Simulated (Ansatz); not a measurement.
## AlN (P6_3mc): the host for defect calculations

Aim: the runs on the perfect crystal AlN (P6_3mc) that a defect calculation needs first.

Method: plane-wave PAW DFT, PBEsol; relaxation of the host's cell and atoms; PAW set soft_1, in the first sound run; inputs show where later runs differ, in Ansatz 0.2.0.

This is a report of a sequence of runs, with most program output left out.

### 1. The starting structure

It takes space group P6_3mc (No. 186, hexagonal). Conventional cell: a = 3.129 Å, b = 3.129 Å, c = 5.017 Å, α = 90.00°, β = 90.00°, γ = 120.00°. Nearest to Al lie 4 N at 1.90 to 1.91 Å. Nearest to N lie 4 Al at 1.90 to 1.91 Å. Farther neighbours and most contacts between anions are not listed.

### 2. Host cell relaxation

Cell and atoms are relaxed together, until forces and stress fall under their thresholds.

Input file cell/input.yaml:

```yaml
crystal:
  lattice:
    - [3.1285881, 0.0, 0.0]
    - [-1.5642941, 2.7094368, 0.0]
    - [0.0, 0.0, 5.016955]
  atoms:
    - { symbol: Al, position: [0.66666667, 0.33333333, 0.499287] }
    - { symbol: Al, position: [0.33333333, 0.66666667, 0.999287] }
    - { symbol: "N", position: [0.66666667, 0.33333333, 0.880713] }
    - { symbol: "N", position: [0.33333333, 0.66666667, 0.380713] }
basis:
  ecutwfc: 420
  xc_grid: 2
hamiltonian:
  xc: pbesol
  pseudopotentials: { kind: paw, azcp: { folder: soft_1 }, xc_functional: pbe }
kpoints:
  mp_grid: { grid: [10, 10, 6] }
scf:
  occupations: { method: fixed }
  max_iter: 100
relax:
  f_tol: 0.005
  max_steps: 60
  cell: {}
output:
  forces: true
  stress: true
checkpoint:
  write: "../cell.run"
  compress: false
  write_wavefunctions: false
  write_every: 100000
```

Started as:

```bash
ansatz run input.yaml --threads 32 --pin off --max-ram 84787MiB --backend cuda --events-out ev --progress --plain --runs-dir out --max-vram 78GiB
```

The job ended after 2.4 s (1 × NVIDIA GB200 with 32 threads of Arm Neoverse V2, shared host; peak memory 0.86 GiB).

The steps of the relaxation:

| step | energy less that of the first step (eV) | largest force component (eV/Å) | pressure (GPa) | volume (Å³) |
| --- | --- | --- | --- | --- |
| 1 | 0.0000 | 0.0060 | -3.17 | 42.53 |
| 2 | -0.0058 | 0.0063 | -1.56 | 42.18 |
| 3 | -0.0080 | 0.0024 | 0.04 | 41.84 |
| 4* | -0.0069 | 0.0024 | -0.02 | 41.84 |

Relaxation steps marked * repeat the geometry before them on a plane-wave basis chosen anew for their cell, so energy and pressure can jump there.

The run keeps the 12 symmetry operations that it works with, so distortions that break them were not tested.

| conventional cell, symmetrised | before | after | change |
| --- | --- | --- | --- |
| a (Å) | 3.129 | 3.114 | -0.5 % |
| b (Å) | 3.129 | 3.114 | -0.5 % |
| c (Å) | 5.017 | 4.984 | -0.7 % |
| volume (Å³/atom) | 10.63 | 10.46 | -1.6 % |

Final coordinates:

```xyz
4
Lattice="3.1136 0.0000 0.0000 -1.5568 2.6965 0.0000 0.0000 0.0000 4.9837" Properties=species:S:1:pos:R:3 pbc="T T T"
Al    1.5568    0.8988    2.4870
Al    0.0000    1.7977    4.9788
N     1.5568    0.8988    4.3905
N     0.0000    1.7977    1.8986
```

This step gave:

```yaml
pressure: -0.01951 GPa
```

The relaxation ends with a largest force component of 0.0024 eV/Å and a pressure of -0.02 GPa.

### 3. Dielectric tensors of the host

The response to a uniform electric field gives the electronic dielectric tensor.

This step: plane-wave PAW DFPT, PBEsol; dielectric tensors, Born charges and zone-centre modes of the host; PAW set soft_1 (Ansatz 0.2.0).

Input file eps/input.yaml:

```yaml
crystal:
  lattice:
    - [3.1136073585, 2.87e-08, 0.0]
    - [-1.5568037041, 2.6964630555, 0.0]
    - [0.0, 0.0, 4.9836767961]
  atoms:
    - { symbol: Al, position: [0.6666666667, 0.3333333333, 0.4990341637] }
    - { symbol: Al, position: [0.3333333333, 0.6666666667, 0.9990341637] }
    - { symbol: "N", position: [0.6666666667, 0.3333333333, 0.8809658363] }
    - { symbol: "N", position: [0.3333333333, 0.6666666667, 0.3809658363] }
basis:
  ecutwfc: 420
hamiltonian:
  xc: pbesol
  pseudopotentials: { kind: paw, azcp: { folder: soft_1 }, xc_functional: pbe }
kpoints:
  mp_grid: { grid: [9, 9, 5] }
scf:
  occupations: { method: fixed }
  max_iter: 100
phonons:
  method: dfpt
  dielectric: true
  rigid_motions: translations
```

Wall time 6.1 s (1 × NVIDIA GB200 with 32 threads); peak memory 1.3 GiB; 50 s of CPU time.

Electronic dielectric tensor:

```
4.50 0.00 0.00
0.00 4.50 0.00
0.00 0.00 4.73
```

Static dielectric tensor:

```
8.20 0.00 0.00
0.00 8.20 0.00
0.00 0.00 9.74
```

The principal values of the electronic dielectric tensor are 4.50, 4.50 and 4.73. The principal values of the static dielectric tensor are 8.20, 8.20 and 9.74.

### 4. Defect free supercell relaxed in its symmetry

This cell, the one that will hold the defects, is built from the relaxed host. Its coarser k-points can move the atoms a little, so it is relaxed from the symmetric sites, as the reference for the test of stability.

This step: plane-wave PAW DFT, PBEsol; relaxation of the defect-free supercell in its symmetry; PAW set soft_1 (Ansatz 0.2.0).

System of this step: AlN (P6_3mc). The cell holds 128 atoms: 64 Al and 64 N. Its edges and angles: a = 14.686 Å, b = 14.686 Å, c = 11.753 Å, α = 125.1°, β = 125.1°, γ = 94.5°.

Input file pristine.symmetric/input.yaml:

```yaml
crystal:
  lattice:
    - [-9.3408221251, 5.3929260535, 9.9673535922]
    - [9.3408221251, -5.3929260535, 9.9673535922]
    - [3.1136073087, 5.3929261684, -9.9673535922]
  atoms:
    - { symbol: Al, position: [0.2080918742, 0.0414252076, 0.0] }
    - { symbol: Al, position: [0.2080918742, 0.2914252076, 0.25] }
    - { symbol: Al, position: [0.4580918742, 0.0414252076, 0.25] }
    - { symbol: Al, position: [0.4580918742, 0.2914252076, 0.0] }
    - { symbol: Al, position: [0.1664252076, 0.0830918742, 0.25] }
    - { symbol: Al, position: [0.1664252076, 0.3330918742, 0.0] }
    - { symbol: Al, position: [0.4164252076, 0.0830918742, 0.0] }
    - { symbol: Al, position: [0.4164252076, 0.3330918742, 0.25] }
    - { symbol: "N", position: [0.0535747924, 0.1369081258, 0.25] }
    - { symbol: "N", position: [0.0535747924, 0.3869081258, 0.0] }
    - { symbol: "N", position: [0.3035747924, 0.1369081258, 0.0] }
    - { symbol: "N", position: [0.3035747924, 0.3869081258, 0.25] }
    - { symbol: "N", position: [0.0119081258, 0.1785747924, 0.0] }
    - { symbol: "N", position: [0.0119081258, 0.4285747924, 0.25] }
    - { symbol: "N", position: [0.2619081258, 0.1785747924, 0.25] }
    - { symbol: "N", position: [0.2619081258, 0.4285747924, 0.0] }
    - { symbol: Al, position: [0.2080918742, 0.0414252076, 0.5] }
    - { symbol: Al, position: [0.2080918742, 0.2914252076, 0.75] }
    - { symbol: Al, position: [0.4580918742, 0.0414252076, 0.75] }
    - { symbol: Al, position: [0.4580918742, 0.2914252076, 0.5] }
    - { symbol: Al, position: [0.1664252076, 0.0830918742, 0.75] }
    - { symbol: Al, position: [0.1664252076, 0.3330918742, 0.5] }
    - { symbol: Al, position: [0.4164252076, 0.0830918742, 0.5] }
    - { symbol: Al, position: [0.4164252076, 0.3330918742, 0.75] }
    - { symbol: "N", position: [0.0535747924, 0.1369081258, 0.75] }
    - { symbol: "N", position: [0.0535747924, 0.3869081258, 0.5] }
    - { symbol: "N", position: [0.3035747924, 0.1369081258, 0.5] }
    - { symbol: "N", position: [0.3035747924, 0.3869081258, 0.75] }
    - { symbol: "N", position: [0.0119081258, 0.1785747924, 0.5] }
    - { symbol: "N", position: [0.0119081258, 0.4285747924, 0.75] }
    - { symbol: "N", position: [0.2619081258, 0.1785747924, 0.75] }
    - { symbol: "N", position: [0.2619081258, 0.4285747924, 0.5] }
    - { symbol: Al, position: [0.2080918742, 0.5414252076, 0.0] }
    - { symbol: Al, position: [0.2080918742, 0.7914252076, 0.25] }
    - { symbol: Al, position: [0.4580918742, 0.5414252076, 0.25] }
    - { symbol: Al, position: [0.4580918742, 0.7914252076, 0.0] }
    - { symbol: Al, position: [0.1664252076, 0.5830918742, 0.25] }
    - { symbol: Al, position: [0.1664252076, 0.8330918742, 0.0] }
    - { symbol: Al, position: [0.4164252076, 0.5830918742, 0.0] }
    - { symbol: Al, position: [0.4164252076, 0.8330918742, 0.25] }
    - { symbol: "N", position: [0.0535747924, 0.6369081258, 0.25] }
    - { symbol: "N", position: [0.0535747924, 0.8869081258, 0.0] }
    - { symbol: "N", position: [0.3035747924, 0.6369081258, 0.0] }
    - { symbol: "N", position: [0.3035747924, 0.8869081258, 0.25] }
    - { symbol: "N", position: [0.0119081258, 0.6785747924, 0.0] }
    - { symbol: "N", position: [0.0119081258, 0.9285747924, 0.25] }
    - { symbol: "N", position: [0.2619081258, 0.6785747924, 0.25] }
    - { symbol: "N", position: [0.2619081258, 0.9285747924, 0.0] }
    - { symbol: Al, position: [0.2080918742, 0.5414252076, 0.5] }
    - { symbol: Al, position: [0.2080918742, 0.7914252076, 0.75] }
    - { symbol: Al, position: [0.4580918742, 0.5414252076, 0.75] }
    - { symbol: Al, position: [0.4580918742, 0.7914252076, 0.5] }
    - { symbol: Al, position: [0.1664252076, 0.5830918742, 0.75] }
    - { symbol: Al, position: [0.1664252076, 0.8330918742, 0.5] }
    - { symbol: Al, position: [0.4164252076, 0.5830918742, 0.5] }
    - { symbol: Al, position: [0.4164252076, 0.8330918742, 0.75] }
    - { symbol: "N", position: [0.0535747924, 0.6369081258, 0.75] }
    - { symbol: "N", position: [0.0535747924, 0.8869081258, 0.5] }
    - { symbol: "N", position: [0.3035747924, 0.6369081258, 0.5] }
    - { symbol: "N", position: [0.3035747924, 0.8869081258, 0.75] }
    - { symbol: "N", position: [0.0119081258, 0.6785747924, 0.5] }
    - { symbol: "N", position: [0.0119081258, 0.9285747924, 0.75] }
    - { symbol: "N", position: [0.2619081258, 0.6785747924, 0.75] }
    - { symbol: "N", position: [0.2619081258, 0.9285747924, 0.5] }
    - { symbol: Al, position: [0.7080918742, 0.0414252076, 0.0] }
    - { symbol: Al, position: [0.7080918742, 0.2914252076, 0.25] }
    - { symbol: Al, position: [0.9580918742, 0.0414252076, 0.25] }
    - { symbol: Al, position: [0.9580918742, 0.2914252076, 0.0] }
    - { symbol: Al, position: [0.6664252076, 0.0830918742, 0.25] }
    - { symbol: Al, position: [0.6664252076, 0.3330918742, 0.0] }
    - { symbol: Al, position: [0.9164252076, 0.0830918742, 0.0] }
    - { symbol: Al, position: [0.9164252076, 0.3330918742, 0.25] }
    - { symbol: "N", position: [0.5535747924, 0.1369081258, 0.25] }
    - { symbol: "N", position: [0.5535747924, 0.3869081258, 0.0] }
    - { symbol: "N", position: [0.8035747924, 0.1369081258, 0.0] }
    - { symbol: "N", position: [0.8035747924, 0.3869081258, 0.25] }
    - { symbol: "N", position: [0.5119081258, 0.1785747924, 0.0] }
    - { symbol: "N", position: [0.5119081258, 0.4285747924, 0.25] }
    - { symbol: "N", position: [0.7619081258, 0.1785747924, 0.25] }
    - { symbol: "N", position: [0.7619081258, 0.4285747924, 0.0] }
    - { symbol: Al, position: [0.7080918742, 0.0414252076, 0.5] }
    - { symbol: Al, position: [0.7080918742, 0.2914252076, 0.75] }
    - { symbol: Al, position: [0.9580918742, 0.0414252076, 0.75] }
    - { symbol: Al, position: [0.9580918742, 0.2914252076, 0.5] }
    - { symbol: Al, position: [0.6664252076, 0.0830918742, 0.75] }
    - { symbol: Al, position: [0.6664252076, 0.3330918742, 0.5] }
    - { symbol: Al, position: [0.9164252076, 0.0830918742, 0.5] }
    - { symbol: Al, position: [0.9164252076, 0.3330918742, 0.75] }
    - { symbol: "N", position: [0.5535747924, 0.1369081258, 0.75] }
    - { symbol: "N", position: [0.5535747924, 0.3869081258, 0.5] }
    - { symbol: "N", position: [0.8035747924, 0.1369081258, 0.5] }
    - { symbol: "N", position: [0.8035747924, 0.3869081258, 0.75] }
    - { symbol: "N", position: [0.5119081258, 0.1785747924, 0.5] }
    - { symbol: "N", position: [0.5119081258, 0.4285747924, 0.75] }
    - { symbol: "N", position: [0.7619081258, 0.1785747924, 0.75] }
    - { symbol: "N", position: [0.7619081258, 0.4285747924, 0.5] }
    - { symbol: Al, position: [0.7080918742, 0.5414252076, 0.0] }
    - { symbol: Al, position: [0.7080918742, 0.7914252076, 0.25] }
    - { symbol: Al, position: [0.9580918742, 0.5414252076, 0.25] }
    - { symbol: Al, position: [0.9580918742, 0.7914252076, 0.0] }
    - { symbol: Al, position: [0.6664252076, 0.5830918742, 0.25] }
    - { symbol: Al, position: [0.6664252076, 0.8330918742, 0.0] }
    - { symbol: Al, position: [0.9164252076, 0.5830918742, 0.0] }
    - { symbol: Al, position: [0.9164252076, 0.8330918742, 0.25] }
    - { symbol: "N", position: [0.5535747924, 0.6369081258, 0.25] }
    - { symbol: "N", position: [0.5535747924, 0.8869081258, 0.0] }
    - { symbol: "N", position: [0.8035747924, 0.6369081258, 0.0] }
    - { symbol: "N", position: [0.8035747924, 0.8869081258, 0.25] }
    - { symbol: "N", position: [0.5119081258, 0.6785747924, 0.0] }
    - { symbol: "N", position: [0.5119081258, 0.9285747924, 0.25] }
    - { symbol: "N", position: [0.7619081258, 0.6785747924, 0.25] }
    - { symbol: "N", position: [0.7619081258, 0.9285747924, 0.0] }
    - { symbol: Al, position: [0.7080918742, 0.5414252076, 0.5] }
    - { symbol: Al, position: [0.7080918742, 0.7914252076, 0.75] }
    - { symbol: Al, position: [0.9580918742, 0.5414252076, 0.75] }
    - { symbol: Al, position: [0.9580918742, 0.7914252076, 0.5] }
    - { symbol: Al, position: [0.6664252076, 0.5830918742, 0.75] }
    - { symbol: Al, position: [0.6664252076, 0.8330918742, 0.5] }
    - { symbol: Al, position: [0.9164252076, 0.5830918742, 0.5] }
    - { symbol: Al, position: [0.9164252076, 0.8330918742, 0.75] }
    - { symbol: "N", position: [0.5535747924, 0.6369081258, 0.75] }
    - { symbol: "N", position: [0.5535747924, 0.8869081258, 0.5] }
    - { symbol: "N", position: [0.8035747924, 0.6369081258, 0.5] }
    - { symbol: "N", position: [0.8035747924, 0.8869081258, 0.75] }
    - { symbol: "N", position: [0.5119081258, 0.6785747924, 0.5] }
    - { symbol: "N", position: [0.5119081258, 0.9285747924, 0.75] }
    - { symbol: "N", position: [0.7619081258, 0.6785747924, 0.75] }
    - { symbol: "N", position: [0.7619081258, 0.9285747924, 0.5] }
basis:
  ecutwfc: 420
  xc_grid: 2
hamiltonian:
  xc: pbesol
  pseudopotentials: { kind: paw, azcp: { folder: soft_1 }, xc_functional: pbe }
kpoints:
  mp_grid: { grid: [1, 1, 1] }
scf:
  occupations: { method: fermi_dirac, width: 0.01 }
  max_iter: 100
  lower_state_search: "off"
output:
  forces: true
relax:
  f_tol: 0.015
  max_steps: 60
  escape_saddle: false
checkpoint:
  write: "../pristine.symmetric.run"
  compress: false
  write_wavefunctions: false
  write_every: 100000
```

Elapsed: 2.2 s, on 1 × NVIDIA GB200 with 32 threads; peak memory 1.3 GiB.

No atom moved by 0.005 Å in the relaxation.

### 5. Defect free supercell relaxed from displaced atoms

This step: plane-wave PAW DFT, PBEsol; relaxation of the defect-free supercell from random displacements, a test of the host's stability; PAW set soft_1 (Ansatz 0.2.0).

pristine.rattled/input.yaml, as its differences from pristine.symmetric/input.yaml of step 4:

```diff
@@ -150,6 +150,6 @@
   f_tol: 0.015
-  max_steps: 60
-  escape_saddle: false
+  max_steps: 120
+  random_displacement: { amplitude: 0.06, seed: 5482 }
 checkpoint:
-  write: "../pristine.symmetric.run"
+  write: "../pristine.rattled.run"
   compress: false
```

The job ended after 3.3 s (1 × NVIDIA GB200 with 32 threads; peak memory 1.3 GiB).

Relaxation path:

| step | energy less that of the first step (eV) | largest force component (eV/Å) |
| --- | --- | --- |
| 1 | 0.0000 | 2.2042 |
| 2 | -3.1832 | 1.2891 |
| 3 | -4.6327 | 0.0218 |
| 4 | -4.6327 | 0.0223 |
| 5 | -4.6331 | 0.0059 |

The relaxation ends 36 meV an atom lower than the displaced start, with a largest force component of 0.0059 eV/Å.

### 6. Host on a dense mesh

This step: plane-wave PAW DFT, PBEsol; single point of the defect-free host, a test of the k-point sampling; PAW set soft_1 (Ansatz 0.2.0).

System of this step: AlN (P6_3mc). It takes space group P6_3mc (No. 186, hexagonal). Conventional cell: a = 3.114 Å, b = 3.114 Å, c = 4.984 Å, α = 90.00°, β = 90.00°, γ = 120.00°. Nearest to Al lie 4 N at 1.89 to 1.90 Å. Nearest to N lie 4 Al at 1.89 to 1.90 Å. Farther neighbours and most contacts between anions are not listed.

dense/input.yaml, as its differences from eps/input.yaml of step 3:

```diff
@@ -12,2 +12,3 @@
   ecutwfc: 420
+  xc_grid: 2
 hamiltonian:
@@ -16,9 +17,11 @@
 kpoints:
-  mp_grid: { grid: [9, 9, 5] }
+  mp_grid: { grid: [10, 10, 6] }
 scf:
-  occupations: { method: fixed }
+  occupations: { method: fermi_dirac, width: 0.01 }
   max_iter: 100
-phonons:
-  method: dfpt
-  dielectric: true
-  rigid_motions: translations
+  lower_state_search: "off"
+checkpoint:
+  write: "../dense.run"
+  compress: false
+  write_wavefunctions: false
+  write_every: 100000
```

Run time: 1.1 s. Hardware: 1 × NVIDIA GB200 with 32 threads; peak memory 0.97 GiB; 2.1 s of CPU time.

### 7. Defect free supercell at the zone centre

The supercell is run at the zone centre, to see how far that sampling misses the dense mesh.

System of this step: AlN (P6_3mc). The cell holds 128 atoms: 64 Al and 64 N. Cell: a = 14.686 Å, b = 14.686 Å, c = 11.753 Å, α = 125.1°, β = 125.1°, γ = 94.5°.

pristine.sampling_gamma/input.yaml, as its differences from pristine.rattled/input.yaml of step 5:

```diff
@@ -146,10 +146,4 @@
   lower_state_search: "off"
-output:
-  forces: true
-relax:
-  f_tol: 0.015
-  max_steps: 120
-  random_displacement: { amplitude: 0.06, seed: 5482 }
 checkpoint:
-  write: "../pristine.rattled.run"
+  write: "../pristine.sampling_gamma.run"
   compress: false
```

Run time: 1.7 s. Hardware: 1 × NVIDIA GB200 with 32 threads; peak memory 1.2 GiB.

### 8. Outcome

* primitive cell vectors, lengths: 3.114, 3.114, 4.984 Å
* electronic dielectric constant: principal values (4.50, 4.50, 4.73)
* static dielectric constant: principal values (8.20, 8.20, 9.74)
* gap on the k-mesh of the response run (PBEsol): 4.10 eV
* supercell relaxed in its symmetry less the displaced and relaxed one: 0.000 eV
* energy an atom at the zone centre alone less that on the dense mesh: 0.008 eV

In words: Step 5: The energy fell by 4.633 eV from the randomly displaced start; the atoms end within 0.005 Å of the sites as typed, once the mean shift is taken out. The displaced cell ends within 0.01 eV of the symmetric one relaxed in its symmetry, so no lower structure shows in this supercell. The k-mesh can miss the band edges, so this gap is an upper bound at this level. All at zero temperature.

[Logs are printed without paths, hosts, clocks, repeated set-up lines and the standing remarks that a program may print on its own settings, such as how far it seeks lower states.]

[Hosts, paths, dates, database ids (printed as entryN), source tags and the programs' standing remarks are cut or masked in the printed files.]

[Runs of the host that timed out are not shown.]

[For some hosts the program warned that the k-mesh of the response run may be too coarse for force constants and the static dielectric constant; such warnings are not always shown.]
